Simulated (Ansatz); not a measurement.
**In3GaP4: from a guess to a relaxed structure, part 1 of 2**

Aim: relax a trial structure of In3GaP4 and see where it ends.

Method: DFT PBE, scalar-relativistic, plane waves, PAW, in Ansatz 0.2.0.

### Step 1. The structure to begin with

It takes space group P-4m2 (No. 115, tetragonal). Conventional cell: a = 3.957 Å, b = 3.957 Å, c = 11.191 Å, α = 90.00°, β = 90.00°, γ = 90.00°. Around In (site symmetry 2mm) lie 4 P at 2.42 Å. Around In (site symmetry -4m2) lie 4 P at 2.42 Å. Around Ga (site symmetry -4m2) lie 4 P at 2.42 Å. Around P (site symmetry 2mm) lie 4 In at 2.42 Å. Around P (site symmetry 2mm) lie 2 In at 2.42 Å and 2 Ga at 2.42 Å.

Structure file:

```cif
data_structure
_symmetry_space_group_name_H-M 'P-4m2'
_symmetry_Int_Tables_number 115
_cell_length_a 3.9567
_cell_length_b 3.9567
_cell_length_c 11.1913
_cell_angle_alpha 90.000
_cell_angle_beta 90.000
_cell_angle_gamma 90.000
_cell_volume 175.21
loop_
_atom_site_label
_atom_site_type_symbol
_atom_site_symmetry_multiplicity
_atom_site_Wyckoff_symbol
_atom_site_fract_x
_atom_site_fract_y
_atom_site_fract_z
_atom_site_occupancy
In1 In 2 e 0.00000 0.00000 0.75000 1
In2 In 1 b 0.50000 0.50000 0.00000 1
Ga1 Ga 1 c 0.50000 0.50000 0.50000 1
P1 P 2 g 0.50000 0.00000 0.87500 1
P2 P 2 g 0.50000 0.00000 0.37500 1
```

The start is an ordering of an alloy on its end members' structure types: elements ordered on the sites of the GaP type, Ga/In on Ga (P-4m2, No. 115).

### Step 2. Probe: one point on a coarse mesh

Input file input.yaml:

```yaml
crystal:
  lattice:
    - [3.95671039, 0.0, 0.0]
    - [0.0, 3.95671039, 0.0]
    - [0.0, 0.0, 11.19126698]
  atoms:
    - { symbol: In, position: [0.0, 0.0, 0.75] }
    - { symbol: In, position: [0.5, 0.5, 0.0] }
    - { symbol: In, position: [0.0, 0.0, 0.25] }
    - { symbol: Ga, position: [0.5, 0.5, 0.5] }
    - { symbol: P, position: [0.5, 0.0, 0.875] }
    - { symbol: P, position: [0.0, 0.5, 0.125] }
    - { symbol: P, position: [0.5, 0.0, 0.375] }
    - { symbol: P, position: [0.0, 0.5, 0.625] }
basis:
  ecutwfc: 420
kpoints:
  mp_grid: { grid: [4, 4, 2] }
hamiltonian:
  xc: pbe
scf:
  occupations: { method: gaussian, width: 0.1 }
  lower_state_search: "off"
output:
  forces: true
  stress: true
  eigenvalues: true
```

Started as:

```sh
$ ansatz run input.yaml --threads 1 --pin off --max-ram 2560MiB --backend cpu --events-out ev --progress --plain --runs-dir out
```

Log (excerpt; [...] marks lines left out):

```text
[...]
SCF converged after 7 iterations
Free energy (F): -23600.152503 eV
[...]
E sigma→0 (E₀):  -23600.152503 eV
Fermi energy:    8.888559 eV
[...]
--- Forces (eV/Å), atoms counted from 1 ---
  atom   1  In    -0.00000000     0.00000000    -0.12639133
  atom   2  In     0.00000000     0.00000000     0.00000000
  atom   3  In     0.00000000     0.00000000     0.12639133
  atom   4  Ga     0.00000000     0.00000000     0.00000000
  atom   5  P      0.00000000     0.00000000    -0.00416814
  atom   6  P     -0.00000000     0.00000000     0.00416814
  atom   7  P      0.00000000     0.00000000     1.79862382
  atom   8  P      0.00000000     0.00000000    -1.79862382
[...]
--- Stress (GPa, compression-positive) ---
       12.555833       0.000000       0.000000
        0.000000      12.555833       0.000000
        0.000000       0.000000      11.757540
  P = ⅓ Tr σ = 12.2897 GPa (122.897 kbar)
--- Band table (eV; the first three rows and the last of 12) ---
[...]
```

Wall time 7.9 s (1 thread of Intel Xeon at 2.70GHz, shared host); peak memory 0.41 GiB.

Read-out: pressure 12.3 GPa, largest force 1.80 eV/Å, gap on this mesh 1.29 eV. A guess like this is first relaxed loosely on the coarse mesh.

### Step 3. A loose first relaxation

input.yaml: that of step 2 with these lines changed.

```diff
@@ -27 +27,6 @@
   eigenvalues: true
+relax:
+  adjacent_minimum: "off"
+  f_tol: 0.04
+  max_steps: 70
+  cell: { stress_tol: 0.4 }
```

Started as:

```sh
$ ansatz run input.yaml --threads 1 --pin off --max-ram 2560MiB --backend cpu --events-out ev --progress --plain --runs-dir out
```

Log:

```text
Warning: RAYON_NUM_THREADS=1 ignored (pool sized by the plan → 1); use --threads N
Engine: ansatz 0.2.0, x86_64-unknown-linux-gnu
Pseudopotentials: kind: paw
Pseudopotential: In, paw, valence charge 13, recommended cutoff 420 eV (normal), In.paw.azcp
Pseudopotential: Ga, paw, valence charge 13, recommended cutoff 420 eV (normal), Ga.paw.azcp
Pseudopotential: P, paw, valence charge 5, recommended cutoff 420 eV (normal), P.paw.azcp
Functional definition: PBE
  parameter kappa = 0.804
  parameter beta = 0.06672455060314922
  exchange = pbe_x(kappa = kappa, mu = beta*pi^2/3)
  correlation = pbe_c(beta = beta)
Crystal: 8 atoms, lattice volume = 175.206 Å³
Basis set: ecut = 420 eV, 3413 PW (Γ), exchange–correlation on 54×54×150 points (8 copies of the dense FFT grid, shifted against one another)
Bands: 44, of which v1, the nominal top of the filled ones, is band 36 counted from 1 (35 counted from 0)
Symmetry: 8 space group operations
Space group: P-4m2 (ITA 115), of the structure as read, at distance tolerance 5.6e-5 Å
k-points: 12 of 32
Non-local potential: In, projectors of the file, l = 0: 2, l = 1: 2, l = 2: 2, l = 3: 2
Non-local potential: Ga, projectors of the file, l = 0: 2, l = 1: 2, l = 2: 3, l = 3: 1
Non-local potential: P, projectors of the file, l = 0: 2, l = 1: 2, l = 2: 2
PAW form: soft (Blöchl's): semilocal exchange-correlation on the pseudo side does not see the compensation charge
PAW one-centre angular grid: In, 590 points (default); XC on 64 Gauss nodes
PAW one-centre angular grid: Ga, 590 points (default); XC on 64 Gauss nodes
PAW one-centre angular grid: P, 110 points (default); XC on 64 Gauss nodes
Initial density: superposition of atomic densities (neutral atoms: chi_scale 0, normalization atom), corrected by the library's trained network
Initial wavefunctions: pseudopotential atomic-orbital guess
Functional: x = pbe(κ = 0.804, μ = 0.2195149727645171), c = pbe(β = 0.06672455060314922)
SCF iter   1: F=—  HF=-23600.152654 eV  |F-HF|=—  |Δ(HF+E_count)|=         —  Δρ=1.13e-3  dr2=2.83e-3  ethr=1.77e-3  ⟨swp⟩=8.0  Hψ=2351  notcnv=0
preconditioner: auto → Resta (q_TF=auto, 2.352 Å⁻¹)  ε∞=4.0  [insulator: Δε(μ)=1.286 eV  Ē_g=13.815 eV  σ=0.100 eV  W_gap=1.00  n_scr=48 (ndim 8)  ℏωp=23.8 eV  f_vac=0.008  D(μ)=0.00/eV (n_scr^D=0)  ε∞_Penn≈4.0]
SCF iter   2: F=—  HF=-23600.152356 eV  |F-HF|=—  |Δ(HF+E_count)|=   2.98e-4  Δρ=6.25e-4  dr2=7.88e-4  ethr=3.94e-6  ⟨swp⟩=3.0  Hψ=1159  notcnv=0  defer=2
SCF iter   3: F=—  HF=-23600.152472 eV  |F-HF|=—  |Δ(HF+E_count)|=   1.16e-4  Δρ=1.95e-4  dr2=9.29e-5  ethr=1.09e-6  ⟨swp⟩=2.3  Hψ=875  notcnv=0  defer=2
SCF iter   4: F=—  HF=-23600.152490 eV  |F-HF|=—  |Δ(HF+E_count)|=   1.80e-5  Δρ=8.10e-5  dr2=1.42e-5  ethr=1.29e-7  ⟨swp⟩=2.0  Hψ=913  notcnv=0  defer=2
SCF iter   5: F=—  HF=-23600.152501 eV  |F-HF|=—  |Δ(HF+E_count)|=   1.01e-5  Δρ=4.17e-5  dr2=3.97e-6  ethr=1.97e-8  ⟨swp⟩=2.0  Hψ=921  notcnv=0  defer=2
SCF iter   6: F=—  HF=-23600.152503 eV  |F-HF|=—  |Δ(HF+E_count)|=   2.40e-6  Δρ=1.13e-5  dr2=3.66e-7  ethr=5.51e-9  ⟨swp⟩=2.0  Hψ=913  notcnv=0  defer=2
SCF iter   7: F=-23600.152503 eV  HF=-23600.152503 eV  |F-HF|=1.00e-8  |Δ(HF+E_count)|=   5.51e-7  Δρ=3.26e-6  dr2=3.23e-8  ethr=1.39e-10  ⟨swp⟩=11.2  Hψ=2407  notcnv=0
SCF 1 converged in 7 iterations: F = -23600.152503 eV  dr2 = 3.23e-8
relax step   1: F+E_penalty+E_count = -23600.15250346 eV  Δ(F+E_penalty+E_count) = +0.000e0 eV  max|allowed force component| = 1.799e0 eV/Å  Δτ_max = 0.0000 Å  P = +12.290 GPa  Ω = 175.206 Å³  (7 SCF iters, dr2 threshold 1.00e-7 eV, accepted)
Crystal: 8 atoms, lattice volume = 199.304 Å³
Basis set: ecut = 420 eV, 3879 PW (Γ), exchange–correlation on 54×54×150 points (8 copies of the dense FFT grid, shifted against one another)
Initial density: handed on by an earlier stage of this run
Initial wavefunctions: those handed on with the density
iter 1 solved again at ethr=4.05e-4 eV; its pass at ethr=3.10e-3 eV (dr2=2.91e-1 eV) is discarded
SCF iter   1: F=—  HF=-23601.304268 eV  |F-HF|=—  |Δ(HF+E_count)|=         —  Δρ=1.14e-2  dr2=2.96e-1  ethr=4.05e-4  ⟨swp⟩=1.3  Hψ=3310  notcnv=0
preconditioner: auto → Resta (q_TF=auto, 2.302 Å⁻¹)  ε∞=3.8  [insulator: Δε(μ)=0.548 eV  Ē_g=13.337 eV  σ=0.100 eV  W_gap=1.00  n_scr=48 (ndim 8)  ℏωp=22.3 eV  f_vac=0.048  D(μ)=0.00/eV (n_scr^D=0)  ε∞_Penn≈3.8]
SCF iter   2: F=—  HF=-23601.256114 eV  |F-HF|=—  |Δ(HF+E_count)|=   4.82e-2  Δρ=5.54e-3  dr2=5.95e-2  ethr=4.05e-4  ⟨swp⟩=2.2  Hψ=719  notcnv=0
SCF iter   3: F=—  HF=-23601.257250 eV  |F-HF|=—  |Δ(HF+E_count)|=   1.14e-3  Δρ=1.87e-3  dr2=9.35e-3  ethr=8.26e-5  ⟨swp⟩=2.2  Hψ=695  notcnv=0
SCF iter   4: F=—  HF=-23601.259939 eV  |F-HF|=—  |Δ(HF+E_count)|=   2.69e-3  Δρ=4.62e-4  dr2=9.91e-4  ethr=1.30e-5  ⟨swp⟩=2.3  Hψ=982  notcnv=0
SCF iter   5: F=—  HF=-23601.260539 eV  |F-HF|=—  |Δ(HF+E_count)|=   6.00e-4  Δρ=2.30e-4  dr2=1.20e-4  ethr=1.38e-6  ⟨swp⟩=2.0  Hψ=941  notcnv=0
SCF iter   6: F=—  HF=-23601.260661 eV  |F-HF|=—  |Δ(HF+E_count)|=   1.22e-4  Δρ=1.20e-4  dr2=2.73e-5  ethr=1.67e-7  ⟨swp⟩=2.3  Hψ=957  notcnv=0
SCF iter   7: F=—  HF=-23601.260676 eV  |F-HF|=—  |Δ(HF+E_count)|=   1.51e-5  Δρ=2.66e-5  dr2=1.83e-6  ethr=3.80e-8  ⟨swp⟩=2.0  Hψ=941  notcnv=0
SCF iter   8: F=-23601.260679 eV  HF=-23601.260679 eV  |F-HF|=2.46e-7  |Δ(HF+E_count)|=   2.63e-6  Δρ=8.32e-6  dr2=1.47e-7  ethr=1.11e-9  ⟨swp⟩=10.3  Hψ=2570  notcnv=0
SCF 2 converged in 8 iterations: F = -23601.260679 eV  dr2 = 1.47e-7
relax step   2: F+E_penalty+E_count = -23601.26067902 eV  Δ(F+E_penalty+E_count) = -1.108e0 eV  max|allowed force component| = 1.666e-1 eV/Å  Δτ_max = 0.1945 Å  P = +0.164 GPa  Ω = 199.304 Å³  energy of the carried Pulay correction = -6.727e-3 eV  (8 SCF iters, dr2 threshold 8.00e-7 eV, accepted)
Crystal: 8 atoms, lattice volume = 199.935 Å³
Basis set: ecut = 420 eV, 3887 PW (Γ), exchange–correlation on 54×54×150 points (8 copies of the dense FFT grid, shifted against one another)
iter 1 solved again at ethr=3.92e-6 eV; its pass at ethr=3.10e-3 eV (dr2=2.82e-3 eV) is discarded
SCF iter   1: F=—  HF=-23601.269921 eV  |F-HF|=—  |Δ(HF+E_count)|=         —  Δρ=1.55e-3  dr2=2.90e-3  ethr=3.92e-6  ⟨swp⟩=3.0  Hψ=2781  notcnv=0
preconditioner: auto → Resta (q_TF=auto, 2.301 Å⁻¹)  ε∞=3.8  [insulator: Δε(μ)=0.574 eV  Ē_g=13.287 eV  σ=0.100 eV  W_gap=1.00  n_scr=48 (ndim 8)  ℏωp=22.3 eV  f_vac=0.018  D(μ)=0.00/eV (n_scr^D=0)  ε∞_Penn≈3.8]
SCF iter   2: F=—  HF=-23601.269485 eV  |F-HF|=—  |Δ(HF+E_count)|=   4.37e-4  Δρ=7.90e-4  dr2=8.44e-4  ethr=3.92e-6  ⟨swp⟩=1.9  Hψ=826  notcnv=0
SCF iter   3: F=—  HF=-23601.269405 eV  |F-HF|=—  |Δ(HF+E_count)|=   7.97e-5  Δρ=1.79e-4  dr2=9.75e-5  ethr=1.17e-6  ⟨swp⟩=2.5  Hψ=870  notcnv=0
SCF iter   4: F=—  HF=-23601.269391 eV  |F-HF|=—  |Δ(HF+E_count)|=   1.38e-5  Δρ=4.57e-5  dr2=5.14e-6  ethr=1.35e-7  ⟨swp⟩=2.0  Hψ=967  notcnv=0
SCF iter   5: F=—  HF=-23601.269392 eV  |F-HF|=—  |Δ(HF+E_count)|=   7.52e-7  Δρ=2.14e-5  dr2=8.07e-7  ethr=1.11e-9  ⟨swp⟩=9.2  Hψ=2712  notcnv=0
SCF iter   6: F=-23601.269392 eV  HF=-23601.269392 eV  |F-HF|=9.84e-8  |Δ(HF+E_count)|=   4.46e-7  Δρ=9.05e-6  dr2=2.13e-7  ethr=1.11e-9  ⟨swp⟩=6.0  Hψ=2445  notcnv=0
SCF 3 converged in 6 iterations: F = -23601.269392 eV  dr2 = 2.13e-7
relax step   3: F+E_penalty+E_count = -23601.26939233 eV  Δ(F+E_penalty+E_count) = -8.713e-3 eV  max|allowed force component| = 2.940e-2 eV/Å  Δτ_max = 0.0268 Å  P = -0.001 GPa  Ω = 199.935 Å³  energy of the carried Pulay correction = -6.892e-3 eV  (6 SCF iters, dr2 threshold 8.00e-7 eV, accepted)
Basis set: ecut = 420 eV, 3887 PW (Γ), exchange–correlation on 60×60×160 points (8 copies of the dense FFT grid, shifted against one another)
Initial wavefunctions: pseudopotential atomic-orbital guess (no wavefunctions were taken with the density)
iter 1 solved again at ethr=3.18e-7 eV; its pass at ethr=3.10e-3 eV (dr2=2.29e-4 eV) is discarded
SCF iter   1: F=—  HF=-23601.267041 eV  |F-HF|=—  |Δ(HF+E_count)|=         —  Δρ=5.47e-4  dr2=2.58e-5  ethr=3.18e-7  ⟨swp⟩=3.9  Hψ=4021  notcnv=0
preconditioner: auto → Resta (q_TF=auto, 2.301 Å⁻¹)  ε∞=3.8  [insulator: Δε(μ)=0.575 eV  Ē_g=13.287 eV  σ=0.100 eV  W_gap=1.00  n_scr=48 (ndim 8)  ℏωp=22.3 eV  f_vac=0.019  D(μ)=0.00/eV (n_scr^D=0)  ε∞_Penn≈3.8]
SCF iter   2: F=—  HF=-23601.274669 eV  |F-HF|=—  |Δ(HF+E_count)|=   7.63e-3  Δρ=2.76e-4  dr2=6.46e-6  ethr=3.58e-8  ⟨swp⟩=2.0  Hψ=975  notcnv=0
SCF iter   3: F=—  HF=-23601.277150 eV  |F-HF|=—  |Δ(HF+E_count)|=   2.48e-3  Δρ=6.00e-5  dr2=6.03e-7  ethr=8.97e-9  ⟨swp⟩=2.2  Hψ=970  notcnv=0
SCF iter   4: F=—  HF=-23601.277266 eV  |F-HF|=—  |Δ(HF+E_count)|=   1.16e-4  Δρ=9.56e-6  dr2=8.28e-8  ethr=8.37e-10  ⟨swp⟩=2.0  Hψ=974  notcnv=0
SCF iter   5: F=—  HF=-23601.277268 eV  |F-HF|=—  |Δ(HF+E_count)|=   1.19e-6  Δρ=2.13e-6  dr2=1.54e-8  ethr=1.15e-10  ⟨swp⟩=2.0  Hψ=984  notcnv=0
SCF iter   6: F=-23601.277268 eV  HF=-23601.277268 eV  |F-HF|=4.06e-9  |Δ(HF+E_count)|=   1.67e-8  Δρ=9.26e-7  dr2=3.22e-9  ethr=7.11e-12  ⟨swp⟩=7.0  Hψ=1991  notcnv=0
SCF 4 converged in 6 iterations: F = -23601.277268 eV  dr2 = 3.22e-9
relax step   4: F+E_penalty+E_count = -23601.27726753 eV  Δ(F+E_penalty+E_count) = -7.875e-3 eV  max|allowed force component| = 2.908e-2 eV/Å  Δτ_max = 0.0000 Å  P = +0.019 GPa  Ω = 199.935 Å³  stress off target by 4.73e-2 GPa  SCF on the basis re-selected at this cell (its energy is not comparable with the rows above)  (6 SCF iters)
basis re-selected at this cell: Δ(F+E_penalty+E_count) = -7.875e-3 eV, ΔP = +0.020 GPa vs the last step (what re-selecting the basis moved, of the pressure what is left beyond the Pulay correction that the steps carried, after the strain that the cell walked since its last selection, with what the two solves' SCF thresholds leave and, on support functions, any second-order correction that the steps lacked; it is no measure of the basis error at this ecutwfc). The dense FFT grid was sized anew with the basis: this SCF ran on 30×30×80 points, the steps before it on 27×27×75, so part of this shift can come from that change (see relax.cell in the input reference). This SCF's stress stands 4.73e-2 GPa from its target on what of the cell is left free (relax.cell.stress_tol is 4.00e-1 GPa) and its largest allowed force component is 2.91e-2 eV/Å (relax.f_tol is 4.00e-2 eV/Å): within both
SCF converged after 6 iterations
Free energy (F): -23601.277268 eV
Harris-Foulkes:  -23601.277268 eV  (|F-HF|=4.06e-9)
Internal energy: -23601.277266 eV  (E = F + TS)
E sigma→0 (E₀):  -23601.277267 eV
Entropy (-TS):   -0.000001 eV (-0.000 meV/atom)
Fermi energy:    6.809145 eV
--- Per-component energies (eV) ---
  E_band       = -245.707147
  E_kinetic    = 1122.391560
  E_local      = -6552.918170  (includes V_loc(G=0)·N_el)
  E_nonlocal   = 1663.111805
  E_hartree    = 2737.377846
  E_xc         = -958.090846
  E_vxc        = -595.337449  (∫ρ·V_xc dr)
  E_paw        = -16734.852915  (= ΣΔE_a)
  E_vpaw       = -1357.711205  (= ΣTr[D̂ρ^β])
  E_aug_tail   = -0.000027  (compensation charges beyond the density's cutoff)
  E_ewald      = -4878.296520
  E_smearing   = -0.000001  (= −TS)
  E_closure    = -0.000000  (closes the sum)
  Σ components = -23601.277268   (vs F -23601.277268, Δ=0.00e0)
--- Forces (eV/Å), atoms counted from 1 ---
  atom   1  In     0.00000000     0.00000000    -0.00001874
  atom   2  In     0.00000000     0.00000000    -0.00000000
  atom   3  In     0.00000000    -0.00000000     0.00001874
  atom   4  Ga     0.00000000    -0.00000000    -0.00000000
  atom   5  P     -0.00000000     0.00000000    -0.00833277
  atom   6  P     -0.00000000     0.00000000     0.00833277
  atom   7  P     -0.00000000     0.00000000    -0.02907891
  atom   8  P     -0.00000000    -0.00000000     0.02907891
  max |Σ_I F_I| component: 9.20e-17 eV/Å
--- Stress (GPa, compression-positive) ---
        0.004683       0.000000      -0.000000
        0.000000       0.004683       0.000000
       -0.000000       0.000000       0.047298
  P = ⅓ Tr σ = 0.0189 GPa (0.189 kbar)
--- Band table (eV; the first three rows and the last of 12) ---
  k-point 0: bands = ["-8.0974", "-8.0517", "-8.0517", "-8.0267", "-7.9645", "-7.7600", "-7.7060", "-7.6467", "-7.6031", "-7.6031", "-7.5662", "-7.5662", "-7.5373", "-7.5373", "-7.5181", "-7.4956", "-7.4887", "-7.4799", "-7.4635", "-7.4574", "-4.9906", "-4.1291", "-3.9567", "-2.5937", "0.7320", "3.1101", "3.1141", "4.0772", "4.0772", "4.9977", "4.9977", "5.2666", "5.2666", "6.4594", "6.5161", "6.5161", "7.0905", "8.2190", "8.2993", "8.9338", "9.0999", "9.6313", "9.8129", "10.5566"]
  k-point 1: bands = ["-8.0973", "-8.0517", "-8.0517", "-8.0267", "-7.9645", "-7.7637", "-7.6963", "-7.6532", "-7.6039", "-7.6039", "-7.5642", "-7.5642", "-7.5385", "-7.5385", "-7.5178", "-7.4970", "-7.4874", "-7.4799", "-7.4634", "-7.4575", "-4.8765", "-4.5722", "-3.1929", "-3.1062", "1.5041", "1.5468", "4.1538", "4.1538", "4.6369", "4.6369", "4.8935", "4.8940", "5.9153", "5.9153", "6.1011", "6.1011", "8.0618", "8.1704", "8.7440", "8.7484", "8.9552", "9.3709", "9.8638", "10.0511"]
  k-point 2: bands = ["-8.0922", "-8.0620", "-8.0510", "-8.0200", "-7.9685", "-7.7416", "-7.6984", "-7.6397", "-7.6234", "-7.5948", "-7.5864", "-7.5678", "-7.5651", "-7.5464", "-7.4993", "-7.4837", "-7.4828", "-7.4797", "-7.4701", "-7.4683", "-4.5492", "-3.7726", "-3.6339", "-2.6284", "0.8433", "1.7994", "2.0216", "3.2665", "3.9415", "4.4197", "5.0763", "5.1346", "5.2125", "5.4650", "5.4916", "6.2841", "8.3170", "8.8396", "8.9876", "9.0954", "10.5065", "10.6266", "10.8017", "10.9623"]
  k-point 11: bands = ["-8.0980", "-8.0980", "-8.0124", "-8.0102", "-7.9813", "-7.7740", "-7.7740", "-7.6397", "-7.6397", "-7.5489", "-7.5489", "-7.5312", "-7.5301", "-7.5195", "-7.5147", "-7.5116", "-7.5046", "-7.4613", "-7.4610", "-7.4522", "-2.7173", "-2.7173", "-2.4808", "-2.4808", "-0.0386", "0.9679", "1.0154", "1.0579", "3.8066", "3.8344", "3.8784", "3.8784", "3.9492", "3.9879", "3.9879", "4.0625", "9.2092", "9.2092", "9.3274", "9.3274", "9.4055", "9.4848", "9.6262", "9.7198"]
--- Relaxed structure (3 steps of the walk, 3 accepted, 1 SCFs on fresh bases) ---
  F+E_penalty+E_count = -23601.27726753 eV   max|allowed force component| = 2.908e-2 eV/Å   (the final SCF, on the basis selected at the relaxed cell)
  cell:  # Å, volume = 199.9351 Å³
    - [4.145116964670924, 0.0, 6.809190621233744e-35]
    - [0.0, 4.145116964670924, 0.0]
    - [1.9259299430287311e-34, 0.0, 11.636316206259151]
  atoms:
    - { symbol: In, position: [-2.578255461900546e-34, 0.0, 0.7405453189939085] }
    - { symbol: In, position: [0.5, 0.5, 0.0] }
    - { symbol: In, position: [2.2892474750208393e-34, 0.0, 0.2594546810060914] }
    - { symbol: Ga, position: [0.5, 0.5, 0.49999999999999994] }
    - { symbol: P, position: [0.5, 0.0, 0.8703117124613087] }
    - { symbol: P, position: [2.2892474750208397e-34, 0.5, 0.1296882875386913] }
    - { symbol: P, position: [0.5, 0.0, 0.3901039988507723] }
    - { symbol: P, position: [-2.456567888477512e-34, 0.5, 0.6098960011492276] }
```

Wall time 36 s (1 thread of Intel Xeon at 2.70GHz, shared host); peak memory 0.46 GiB.

The steps of the relaxation:

| step | energy from step 1 (eV/cell) | largest force component (eV/Å) | pressure (GPa) | volume (Å³) |
| --- | --- | --- | --- | --- |
| 1 | 0.0000 | 1.7986 | 12.29 | 175.21 |
| 2 | -1.1082 | 0.1666 | 0.16 | 199.30 |
| 3 | -1.1169 | 0.0294 | 0.00 | 199.94 |
| 4 | -1.1248 | 0.0291 | 0.02 | 199.94 |

Step 1 is the start. Step 4 repeats the geometry before it on a plane-wave basis chosen anew for that cell, so its energy need not be comparable with the rows above.

|  | before | after | change |
| --- | --- | --- | --- |
| a (Å) | 3.957 | 4.145 | +4.8 % |
| b (Å) | 3.957 | 4.145 | +4.8 % |
| c (Å) | 11.191 | 11.636 | +4.0 % |
| volume (Å³/atom) | 21.90 | 24.99 | +14.1 % |
| shortest distance (Å) | 2.423 | 2.435 | +0.5 % |
| space group (0.01 Å) | P-4m2 | P-4m2 | same |

The run keeps the 8 symmetry operations of the start, so it could not have lowered the symmetry.

(Continued in part 2 of 2.)
